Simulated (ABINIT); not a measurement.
# BeS (F-43m): G0W0 in ABINIT against the screening cutoff in the self-energy

Wanted: the cheapest screening cutoff in the self-energy that holds the gap of BeS (F-43m).

Main program and level: ABINIT 10.8.3; PBE and many-body steps on it, plane waves.

The database entry behind the starting cell differs from later determinations by our own check (0.1 to 0.3 % short, probably kX units), so it need not match the best structure at ambient conditions.

**1. Starting point**

The structure is cubic, space group F-43m (No. 216). The conventional cell has a = 4.850 Å, b = 4.850 Å, c = 4.850 Å, α = 90.00°, β = 90.00°, γ = 90.00°. Nearest to Be lie 4 S at 2.10 Å. Nearest to S lie 4 Be at 2.10 Å. Farther neighbours and most contacts between anions are not listed.

The cell and positions come from the Crystallography Open Database and are kept as given unless a step says otherwise.

**2. Screening, 4×4×4 mesh, 90 bands, screening to 217.7 eV**

This step: ABINIT 10.8.3; RPA screening on PBE, plane waves, norm-conserving pseudopotentials.

The RPA dielectric matrix is built and inverted for each q.

run.abi reads:

```
acell 3*1.0 Angstrom
rprim 
  0.000000000000 2.425000000000 2.425000000000
  2.425000000000 -0.000000000000 2.425000000000
  2.425000000000 2.425000000000 -0.000000000000
ntypat 2
znucl 4 16
natom 2
typat 1 2
xred 
  0.000000000000 0.000000000000 0.000000000000
  0.250000000000 0.250000000000 0.250000000000
pp_dirpath "pseudos"
pseudos "Be.upf, S.upf"
ecut 38
ngkpt 4 4 4
nshiftk 1
shiftk 0 0 0
kptopt 1
chksymbreak 0
istwfk *1
occopt 1
irdwfk 1
optdriver 3
nband 90
ecuteps 8
inclvkb 2
awtr 1
symchi 1
indata_prefix "in"
outdata_prefix "out"
tmpdata_prefix "tmp"
```

Command:

```console
OMP_NUM_THREADS=1 mpirun -n 4 abinit run.abi > log
```

The program printed:

```text
.Version 10.8.3 of ABINIT. v10.8.2 released Aug 2026.

 Symmetries : space group F-4 3 m (#216); Bravais cF (face-center cubic)
[... echo of the input left out ...]
== DATASET  1 ==================================================================
-   mpi_nproc: 4, omp_nthreads: 1 (-1 if OMP is not activated)

--- !DatasetInfo
iteration_state: {dtset: 1, }
dimensions: {natom: 2, nkpt: 8, mband: 90, nsppol: 1, nspinor: 1, nspden: 1, mpw: 2180, }
cutoff_energies: {ecut:  38.0, pawecutdg:  -1.0, }
electrons: {nelect:   1.00000000E+01, charge:   0.00000000E+00, occopt:   1.00000000E+00, tsmear:   1.00000000E-02, }

 SCREENING: Calculation of the susceptibility and dielectric matrices

 Based on a program developped by R.W. Godby, V. Olevano, G. Onida, and L. Reining.
 Incorporated in ABINIT by V. Olevano, G.-M. Rignanese, and M. Torrent.
.Using double precision arithmetic ; gwpc =  8

[... cell and pseudopotentials left out ...]
--------------------------------------------------------------------------------

 ==== K-mesh for the wavefunctions ====
 Number of points in the irreducible wedge :     8
[... list of points left out ...]
 Together with 24 symmetry operations and time-reversal symmetry
 yields    64 points in the full Brillouin Zone.

 ==== Q-mesh for the screening function ====
 Number of points in the irreducible wedge :     8
[... list of points left out ...]
 Together with 24 symmetry operations and time-reversal symmetry
 yields    64 points in the full Brillouin Zone.

 setmesh: FFT mesh size selected  =    25x   25x   25
          total number of points  =        15625

 vcoul_init : cutoff-mode = AUXILIARY_FUNCTION
 q-points for optical limit:   1
     1)      0.000010    0.000020    0.000030

- screening: taking advantage of time-reversal symmetry
- Maximum band index for partially occupied states nbvw = 5
- Remaining bands to be divided among processors   nbcw = 85
- Number of bands treated by each node ~21

 Number of electrons calculated from density =   10.0000; Expected =   10.0000
 average of density, n =  0.051956
 r_s =    1.6625
 omega_plasma =   21.9874 [eV]

 calculating chi0 at frequencies [eV] :
  1    0.000000E+00    0.000000E+00
  2    0.000000E+00    2.198744E+01

--------------------------------------------------------------------------------
  q-point number  1        q = ( 0.000000, 0.000000, 0.000000) [r.l.u.]
--------------------------------------------------------------------------------
[... chi0 elements left out ...]
 For q-point:  0.000010 0.000020 0.000030
  dielectric constant =   5.7484
  dielectric constant without local fields =   6.6467

  Average fulfillment of the sum rule on Im[epsilon] for q-point    1 :     82.04  [%]
[... wings left out ...]
  q-point number  2        q = ( 0.250000, 0.000000, 0.000000) [r.l.u.]
--------------------------------------------------------------------------------
[... chi0 elements left out ...]
  Average fulfillment of the sum rule on Im[epsilon] for q-point    2 :     87.61  [%]

 [... 6 further q-points ...]
```

Wall time 7.5 s (4 MPI ranks of Arm Neoverse V1, shared host); peak memory 0.51 GiB; 30 s of CPU time.

This step gave:

- ε∞ with local fields, on this mesh, along the program's q direction: 5.748
- the same without local fields: 6.647
- plasma frequency: 21.99 eV
- plane waves in the screening matrix: 181

Local fields lower ε∞ by 14 %. On a Γ-centred mesh this coarse the value itself is usually too large, while a short band sum pulls it down.

**3. 0.8 Ha**

This step: G0W0 on PBE, plane waves, norm-conserving pseudopotentials.

Edit run.abi of step 2 so:

```diff
@@ -23,8 +23,17 @@
 irdwfk 1
-optdriver 3
+optdriver 4
 nband 90
-ecuteps 8
-inclvkb 2
-awtr 1
-symchi 1
+gwcalctyp 0
+ecutsigx 38
+symsigma 1
+nkptgw 2
+kptgw 
+  0.0000000000 0.0000000000 0.0000000000
+  0.5000000000 0.5000000000 0.0000000000
+bdgw 
+  3 8
+  4 7
+ecuteps 0.8
+irdscr 1
+ppmodel 1
 indata_prefix "in"
```

The program printed:

```text
.Version 10.8.3 of ABINIT. v10.8.2 released Aug 2026.

 Symmetries : space group F-4 3 m (#216); Bravais cF (face-center cubic)
[... echo of the input left out ...]
== DATASET  1 ==================================================================
-   mpi_nproc: 4, omp_nthreads: 1 (-1 if OMP is not activated)

--- !DatasetInfo
iteration_state: {dtset: 1, }
dimensions: {natom: 2, nkpt: 8, mband: 90, nsppol: 1, nspinor: 1, nspden: 1, mpw: 2180, }
cutoff_energies: {ecut:  38.0, pawecutdg:  -1.0, }
electrons: {nelect:   1.00000000E+01, charge:   0.00000000E+00, occopt:   1.00000000E+00, tsmear:   1.00000000E-02, }

 SIGMA: Calculation of the GW corrections

 Based on a program developped by R.W. Godby, V. Olevano, G. Onida, and L. Reining.
 Incorporated in ABINIT by V. Olevano, G.-M. Rignanese, and M. Torrent.
.Using double precision arithmetic ; gwpc =  8

[... cell and pseudopotentials left out ...]
--------------------------------------------------------------------------------

 ==== K-mesh for the wavefunctions ====
 Number of points in the irreducible wedge :     8
[... list of points left out ...]
 Together with 24 symmetry operations and time-reversal symmetry
 yields    64 points in the full Brillouin Zone.

 ==== Q-mesh for screening function ====
 Number of points in the irreducible wedge :     8
[... list of points left out ...]
 Together with 24 symmetry operations and time-reversal symmetry
 yields    64 points in the full Brillouin Zone.

 vcoul_init : cutoff-mode = AUXILIARY_FUNCTION
 q-points for optical limit:   1
     1)      0.000010    0.000020    0.000030
 setmesh: FFT mesh size selected  =    36x   36x   36
          total number of points  =        46656

 Number of electrons calculated from density =   10.0000; Expected =   10.0000
 average of density, n =  0.051956
 r_s =    1.6625
 omega_plasma =   21.9874 [eV]

 === KS Band Gaps ===
  >>>> For spin  1
   Minimum direct gap =   5.6639 [eV], located at k-point      :   0.0000  0.0000  0.0000
   Fundamental gap    =   3.1135 [eV], Top of valence bands at :   0.0000  0.0000  0.0000
                                       Bottom of conduction at :   0.5000  0.5000  0.0000
 SIGMA fundamental parameters:
 PLASMON POLE MODEL  1
 number of plane-waves for SigmaX                 2109
 number of plane-waves for SigmaC and W              9
 number of plane-waves for wavefunctions          2109
 number of bands                                    90
 number of independent spin polarizations            1
 number of spinorial components                      1
 number of k-points in IBZ                           8
 number of q-points in IBZ                           8
 number of symmetry operations                      24
 number of k-points in BZ                           64
 number of q-points in BZ                           64
 number of frequencies for dSigma/dE                 9
 frequency step for dSigma/dE [eV]                0.25
 number of omega for Sigma on real axis              0
 max omega for Sigma on real axis  [eV]           0.00
 zcut for avoiding poles [eV]                     0.10

 EPSILON^-1 parameters (SCR file):
 dimension of the eps^-1 matrix on file            181
 dimension of the eps^-1 matrix used                 9
 number of plane-waves for wavefunctions          2109
 number of bands                                    90
 number of q-points in IBZ                           8
 number of frequencies                               2
 number of real frequencies                          1
 number of imag frequencies                          1

 matrix elements of self-energy operator (all in [eV])

 Perturbative Calculation

--- !SelfEnergy_ee
iteration_state: {dtset: 1, }
kpoint     : [   0.000,    0.000,    0.000, ]
spin       : 1
KS_gap     :    5.664
QP_gap     :    7.503
Delta_QP_KS:    1.839
data: !SigmaeeData |
     Band     E0 <VxcDFT>   SigX SigC(E0)      Z dSigC/dE  Sig(E)    E-E0       E
        3   3.822 -13.734 -16.694   2.411   0.831  -0.204 -14.190  -0.456   3.365
        4   3.822 -13.734 -16.694   2.411   0.831  -0.204 -14.190  -0.456   3.365
        5   3.822 -13.734 -16.694   2.411   0.831  -0.204 -14.190  -0.456   3.365
        6   9.486 -11.063  -5.752  -3.652   0.833  -0.200  -9.681   1.383  10.868
        7   9.486 -11.063  -5.752  -3.652   0.833  -0.200  -9.681   1.383  10.868
        8   9.486 -11.063  -5.752  -3.652   0.833  -0.200  -9.681   1.383  10.868

--- !SelfEnergy_ee
iteration_state: {dtset: 1, }
kpoint     : [   0.500,    0.500,    0.000, ]
spin       : 1
KS_gap     :    5.752
QP_gap     :    7.228
Delta_QP_KS:    1.476
data: !SigmaeeData |
     Band     E0 <VxcDFT>   SigX SigC(E0)      Z dSigC/dE  Sig(E)    E-E0       E
        4   1.183 -12.598 -16.427   2.976   0.816  -0.225 -13.294  -0.696   0.487
        5   1.183 -12.598 -16.427   2.976   0.816  -0.225 -13.294  -0.696   0.487
        6   6.935  -9.342  -5.026  -3.386   0.839  -0.192  -8.562   0.780   7.715
        7   8.740 -10.497  -5.690  -3.581   0.836  -0.196  -9.472   1.026   9.766

== END DATASET(S) ==============================================================
================================================================================

 -outvars: echo values of variables after computation  --------
           etotal      0.0000000000E+00
            nband          90
             nkpt           8
          spgroup         216
 [... the other variables as echoed above ...]

 Calculation completed.
```

Run time: 2.5 s. Hardware: 4 MPI ranks; peak memory 0.12 GiB; 9.8 s of CPU time.

Numbers from this step:

| Item | Value |
| --- | --- |
| G0W0 gap on the points computed | 4.35 eV |
| starting gap on the mesh | 3.113 eV |
| k of the valence top | 0, 0, 0 |
| k of the conduction bottom | 0.5, 0.5, 0 |
| Z at the valence top | 0.831 |
| Z at the conduction bottom | 0.839 |
| least direct G0W0 gap on the computed points | 7.228 eV |

**4. 1.6 Ha**

Edit run.abi of step 3 so:

```diff
@@ -35,3 +35,3 @@
   4 7
-ecuteps 0.8
+ecuteps 1.6
 irdscr 1
```

The program printed:

```text
.Version 10.8.3 of ABINIT. v10.8.2 released Aug 2026.

 Symmetries : space group F-4 3 m (#216); Bravais cF (face-center cubic)
[... echo of the input left out ...]
== DATASET  1 ==================================================================
-   mpi_nproc: 4, omp_nthreads: 1 (-1 if OMP is not activated)

--- !DatasetInfo
iteration_state: {dtset: 1, }
dimensions: {natom: 2, nkpt: 8, mband: 90, nsppol: 1, nspinor: 1, nspden: 1, mpw: 2180, }
cutoff_energies: {ecut:  38.0, pawecutdg:  -1.0, }
electrons: {nelect:   1.00000000E+01, charge:   0.00000000E+00, occopt:   1.00000000E+00, tsmear:   1.00000000E-02, }

 SIGMA: Calculation of the GW corrections

 Based on a program developped by R.W. Godby, V. Olevano, G. Onida, and L. Reining.
 Incorporated in ABINIT by V. Olevano, G.-M. Rignanese, and M. Torrent.
.Using double precision arithmetic ; gwpc =  8

[... cell and pseudopotentials left out ...]
--------------------------------------------------------------------------------

 ==== K-mesh for the wavefunctions ====
 Number of points in the irreducible wedge :     8
[... list of points left out ...]
 Together with 24 symmetry operations and time-reversal symmetry
 yields    64 points in the full Brillouin Zone.

 ==== Q-mesh for screening function ====
 Number of points in the irreducible wedge :     8
[... list of points left out ...]
 Together with 24 symmetry operations and time-reversal symmetry
 yields    64 points in the full Brillouin Zone.

 vcoul_init : cutoff-mode = AUXILIARY_FUNCTION
 q-points for optical limit:   1
     1)      0.000010    0.000020    0.000030
 setmesh: FFT mesh size selected  =    36x   36x   36
          total number of points  =        46656

 Number of electrons calculated from density =   10.0000; Expected =   10.0000
[...]
number of omega for Sigma on real axis              0
 max omega for Sigma on real axis  [eV]           0.00
 zcut for avoiding poles [eV]                     0.10

 EPSILON^-1 parameters (SCR file):
 dimension of the eps^-1 matrix on file            181
 dimension of the eps^-1 matrix used                15
 number of plane-waves for wavefunctions          2109
 number of bands                                    90
 number of q-points in IBZ                           8
 number of frequencies                               2
 number of real frequencies                          1
 number of imag frequencies                          1

 matrix elements of self-energy operator (all in [eV])

 Perturbative Calculation

--- !SelfEnergy_ee
iteration_state: {dtset: 1, }
kpoint     : [   0.000,    0.000,    0.000, ]
spin       : 1
KS_gap     :    5.664
QP_gap     :    7.282
Delta_QP_KS:    1.618
data: !SigmaeeData |
     Band     E0 <VxcDFT>   SigX SigC(E0)      Z dSigC/dE  Sig(E)    E-E0       E
        3   3.822 -13.734 -16.694   2.312   0.813  -0.229 -14.261  -0.528   3.294
        4   3.822 -13.734 -16.694   2.312   0.813  -0.229 -14.261  -0.528   3.294
        5   3.822 -13.734 -16.694   2.312   0.813  -0.229 -14.261  -0.528   3.294
[...]
--- !SelfEnergy_ee
iteration_state: {dtset: 1, }
kpoint     : [   0.500,    0.500,    0.000, ]
spin       : 1
KS_gap     :    5.752
QP_gap     :    7.034
Delta_QP_KS:    1.282
data: !SigmaeeData |
     Band     E0 <VxcDFT>   SigX SigC(E0)      Z dSigC/dE  Sig(E)    E-E0       E
[...]
6   6.935  -9.342  -5.026  -3.701   0.830  -0.205  -8.831   0.510   7.446
        7   8.740 -10.497  -5.690  -3.787   0.825  -0.213  -9.656   0.841   9.581

== END DATASET(S) ==============================================================
================================================================================

 -outvars: echo values of variables after computation  --------
           etotal      0.0000000000E+00
            nband          90
             nkpt           8
          spgroup         216
 [... the other variables as echoed above ...]

 Calculation completed.
```

Elapsed: 2.6 s, on 4 MPI ranks; peak memory 0.12 GiB.

Numbers from this step:

- G0W0 gap on the points computed: 4.152 eV
- starting gap on the mesh: 3.113 eV
- k of the valence top: 0, 0, 0
- k of the conduction bottom: 0.5, 0.5, 0
- Z at the valence top: 0.813
- Z at the conduction bottom: 0.83
- least direct G0W0 gap on the computed points: 7.034 eV

**5. 2.8 Ha**

The self-energy is evaluated for the states that the input lists, and the levels follow from it, in one-shot runs by the linearised quasiparticle equation.

Edit run.abi of step 4 so:

```diff
@@ -35,3 +35,3 @@
   4 7
-ecuteps 1.6
+ecuteps 2.8
 irdscr 1
```

The program printed:

```text
.Version 10.8.3 of ABINIT. v10.8.2 released Aug 2026.

 Symmetries : space group F-4 3 m (#216); Bravais cF (face-center cubic)
[... echo of the input left out ...]
== DATASET  1 ==================================================================
-   mpi_nproc: 4, omp_nthreads: 1 (-1 if OMP is not activated)

--- !DatasetInfo
iteration_state: {dtset: 1, }
dimensions: {natom: 2, nkpt: 8, mband: 90, nsppol: 1, nspinor: 1, nspden: 1, mpw: 2180, }
cutoff_energies: {ecut:  38.0, pawecutdg:  -1.0, }
[...]
Band     E0 <VxcDFT>   SigX SigC(E0)      Z dSigC/dE  Sig(E)    E-E0       E
[...]
6   6.935  -9.342  -5.026  -3.841   0.826  -0.211  -8.950   0.392   7.327
        7   8.740 -10.497  -5.690  -4.025   0.819  -0.222  -9.857   0.641   9.381

== END DATASET(S) ==============================================================
================================================================================

 -outvars: echo values of variables after computation  --------
           etotal      0.0000000000E+00
            nband          90
             nkpt           8
          spgroup         216
 [... the other variables as echoed above ...]

 Calculation completed.
```

It took 2.8 s on 4 MPI ranks; peak memory 0.12 GiB.

Numbers from this step:

```
G0W0 gap on the points computed              : 4.34 eV
starting gap on the mesh                     : 3.113 eV
k of the valence top                         : 0, 0, 0
k of the conduction bottom                   : 0.5, 0.5, 0
least direct G0W0 gap on the computed points : 7.164 eV
```

The gap on the mesh goes from 3.11 eV to 4.34 eV, a correction of +1.23 eV.

[end of part 1 of 2]

[Paths, hosts, dates, memory and timing lines, banners, echoed tables and standing remarks are left out of the program output.]

[Logs are printed without paths, hosts, clocks, repeated set-up lines and the standing remarks that a program may print on its own settings, such as how far it seeks lower states.]

[Runs of the session that timed out or met a known fault of the program may be left out.]

[Hosts, paths, dates, database ids (printed as entryN), source tags and the programs' standing remarks are cut or masked in the printed files.]

[G0W0 gaps are taken among the corrected bands and points alone; a level outside them can change the order at an edge.]

[Where Ansatz stands beside ABINIT at settings called matched, ABINIT's density can come from a denser mesh and the files from another edition; pairs whose starting gaps differed by over 0.03 eV were left out, so agreement reads better than it is.]
